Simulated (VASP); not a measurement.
**CdF2 (fluorite), r²SCAN single-point calculation: Ansatz's output and VASP's**

```
CELL_PARAMETERS angstrom
0.00000 2.69418 2.69418
2.69418 0.00000 2.69418
2.69418 2.69418 0.00000
ATOMIC_POSITIONS crystal
Cd 0.00000 0.00000 0.00000
F 0.25000 0.25000 0.25000
F 0.75000 0.75000 0.75000
```

Ansatz printed

```
SCF 1 converged in 7 iterations: F = -9889.378079 eV  dr2 = 5.53e-9
  greatest PAW one-centre occupation: 1.003 electrons in one spin orbital (limit 2), on the Cd atom at site 0 (counted from 0), in its partial waves of l = 1
NSCF: frozen V_eff on 7 k-points
SCF converged after 7 iterations
Free energy (F): -9889.378079 eV
Harris-Foulkes:  -9889.378079 eV  (|F-HF|=2.31e-9)
Internal energy: -9889.378079 eV  (E = F + TS)
E sigma→0 (E₀):  -9889.378079 eV
Fermi energy:    5.874203 eV
--- Per-component energies (eV) ---
  E_band       = -519.694364
  E_kinetic    = 922.470622
  E_local      = -4241.937085  (includes V_loc(G=0)·N_el)
  E_nonlocal   = 184.173384
  E_hartree    = 1882.103260
  E_xc         = -326.084974
  E_vxc        = -476.247072  (∫ρ·V_xc dr)
  E_paw        = -4515.871565  (= ΣΔE_a)
  E_vpaw       = -705.968057  (= ΣTr[D̂ρ^β])
  E_aug_tail   = 0.002263  (compensation charges beyond the density's cutoff)
  E_vtau       = 33.608462  (kinetic-family band-sum trace: ∫τ·v_τ [+ j·A + Jᵃ·Aᵃ] dr)
  E_ewald      = -3793.606428
  E_core_change = -0.627554  (= ΣΔE_core)
  E_smearing   = -0.000000  (= −TS)
  E_closure    = 0.000000  (closes the sum)
  Σ components = -9889.378079   (vs F -9889.378079, Δ=0.00e0)
--- Forces (eV/Å), atoms counted from 1 ---
  atom   1  Cd    -0.00000000     0.00000000    -0.00000000
  atom   2  F     -0.00000000     0.00000000     0.00000000
  atom   3  F     -0.00000000    -0.00000000    -0.00000000
  max |Σ_I F_I| component: 1.04e-17 eV/Å
--- Stress (GPa, compression-positive) ---
        0.009004      -0.000000       0.000000
       -0.000000       0.009004       0.000000
        0.000000       0.000000       0.009004
  P = ⅓ Tr σ = 0.0090 GPa (0.090 kbar)
--- Band table (eV; the first three rows and the last of 29) ---
  k-point 0: bands = ["-95.0562", "-55.2599", "-55.2599", "-55.2599", "-16.0503", "-14.9928", "0.2344", "0.2344", "0.2344", "1.4471", "1.4471", "4.8851", "4.8851", "4.8851", "5.3617", "5.3617", "5.3617", "9.6679", "19.5119", "19.5119", "19.5119"]
  k-point 1: bands = ["-95.0562", "-55.2602", "-55.2599", "-55.2599", "-16.0028", "-15.0351", "0.2937", "0.2937", "0.4008", "1.4290", "1.4290", "4.4409", "4.7817", "4.7817", "5.2635", "5.3735", "5.3735", "10.2260", "18.6834", "19.7572", "19.7572"]
  k-point 2: bands = ["-95.0561", "-55.2611", "-55.2601", "-55.2601", "-15.8740", "-15.1497", "0.4304", "0.4304", "0.8483", "1.4138", "1.4138", "3.7406", "4.5030", "4.5030", "4.7592", "5.4102", "5.4102", "11.5298", "17.4001", "20.4003", "20.4003"]
  k-point 28: bands = ["-95.0561", "-55.2616", "-55.2616", "-55.2608", "-15.4799", "-15.4799", "0.8243", "1.1962", "1.2013", "1.3520", "1.3520", "2.4370", "3.2755", "4.3520", "4.3520", "5.2557", "5.8742", "14.8592", "17.7463", "18.5200", "18.5200"]
```

The two codes use different PAW datasets and cutoffs. VASP's cell holds 26 valence electrons and Ansatz's 34. Ansatz's stress includes a Pulay correction; VASP's doesn't.

What does VASP give for the same cell and level of theory?

gap between bands v and c 3.75 eV; least direct gap 4.25 eV; pressure 1.0 GPa.

From OUTCAR

```
k-points           NKPTS =     29   k-points in BZ     NKDIM =     29   number of bands    NBANDS=     20

   NELECT =      26.0000    total number of electrons

   dimension x,y,z NGX =    28 NGY =   28 NGZ =   28
   dimension x,y,z NGXF=    56 NGYF=   56 NGZF=   56

  energy-cutoff  :      520.00
  volume of cell :       39.11
      direct lattice vectors                 reciprocal lattice vectors
     0.000000000  2.694177681  2.694177681    -0.185585384  0.185585384  0.185585384
     2.694177681  0.000000000  2.694177681     0.185585384 -0.185585384  0.185585384
     2.694177681  2.694177681  0.000000000     0.185585384  0.185585384 -0.185585384

 k-points in reciprocal lattice and weights: KPOINTS created by Atomic Simulation Env
   0.00000000  0.00000000  0.00000000       0.002
   0.12500000  0.00000000  0.00000000       0.016
   0.25000000  0.00000000  0.00000000       0.016
   0.37500000  0.00000000  0.00000000       0.016
   0.50000000  0.00000000  0.00000000       0.008
   0.12500000  0.12500000  0.00000000       0.012
   0.25000000  0.12500000  0.00000000       0.047
   0.37500000  0.12500000  0.00000000       0.047
   ...

 E-fermi :  -1.7415

 k-point     1 :       0.0000    0.0000    0.0000
  band No.  band energies     occupation
      1     -23.8077      2.00000
      2     -22.7420      2.00000
      3      -7.4981      2.00000
      4      -7.4981      2.00000
      5      -7.4981      2.00000
      6      -6.2606      2.00000
      7      -6.2606      2.00000
      8      -2.8581      2.00000
      9      -2.8581      2.00000
     10      -2.8581      2.00000
     11      -2.3729      2.00000
     12      -2.3729      2.00000
     13      -2.3729      2.00000
     14       1.8802      0.00000
     15      11.7394      0.00000
     16      11.7394      0.00000
     17      11.7394      0.00000
     18      16.0500      0.00000
     19      18.9904      0.00000
     20      18.9904      0.00000

 k-point     2 :       0.1250    0.0000    0.0000
  band No.  band energies     occupation
      1     -23.7599      2.00000
      2     -22.7840      2.00000
      3      -7.4381      2.00000
      4      -7.4381      2.00000
      5      -7.3298      2.00000
      6      -6.2792      2.00000
      7      -6.2791      2.00000
      8      -3.3062      2.00000
      9      -2.9617      2.00000
     10      -2.9617      2.00000
     11      -2.4722      2.00000
     12      -2.3617      2.00000
     13      -2.3617      2.00000
     14       2.4416      0.00000
     15      10.9139      0.00000
     16      11.9836      0.00000
     17      11.9836      0.00000
     18      17.1986      0.00000
     19      18.5745      0.00000
     20      18.5745      0.00000

 k-point     3 :       0.2500    0.0000    0.0000
  band No.  band energies     occupation
      1     -23.6312      2.00000
      2     -22.9005      2.00000
      3      -7.2996      2.00000
      4      -7.2996      2.00000
      5      -6.8774      2.00000
      6      -6.2951      2.00000
      7      -6.2951      2.00000
      8      -4.0133      2.00000
      9      -3.2417      2.00000
     10      -3.2417      2.00000
     11      -2.9793      2.00000
     12      -2.3261      2.00000
     13      -2.3261      2.00000
     14       3.7491      0.00000
     15       9.6368      0.00000
     16      12.6235      0.00000
     17      12.6235      0.00000
     18      17.8597      0.00000
     19      17.8597      0.00000
     20      18.3710      0.00000

 k-point     4 :       0.3750    0.0000    0.0000
  band No.  band energies     occupation
      1     -23.4528      2.00000
      2     -23.0633      2.00000
      3      -7.1853      2.00000
      4      -7.1853      2.00000
      5      -6.3085      2.00000
      6      -6.2439      2.00000
      7      -6.2439      2.00000
      8      -4.4939      2.00000
      9      -3.6952      2.00000
     10      -3.5664      2.00000
     11      -3.5664      2.00000
     12      -2.2871      2.00000
     13      -2.2871      2.00000
     14       5.2261      0.00000
     15       8.5155      0.00000
     16      13.3672      0.00000
     17      13.3672      0.00000
     18      17.3080      0.00000
     19      17.3080      0.00000
     20      17.9877      0.00000

 ...

  Total        0.2430318      0.2430318      0.2430318     -0.0000000      0.0000000      0.0000000
  in kB        9.9555442      9.9555442      9.9555442     -0.0000000      0.0000000      0.0000000
  external PRESSURE =       9.9555442 kB  Pullay stress =       0.0000000 kB

 POSITION                                       TOTAL-FORCE (eV/Angst)
 -----------------------------------------------------------------------------------
      0.00000      0.00000      0.00000         0.000000     -0.000000      0.000000
      1.34709      1.34709      1.34709         0.000000     -0.000000     -0.000000
      4.04127      4.04127      4.04127        -0.000000      0.000000      0.000000
 -----------------------------------------------------------------------------------
    total drift:                                0.000000      0.000000      0.000000

  FREE ENERGIE OF THE ION-ELECTRON SYSTEM (eV)
  ---------------------------------------------------
  free  energy   TOTEN  =       -33.7193938144 eV

  energy  without entropy=      -33.7193938144  energy(sigma->0) =      -33.71939381
```
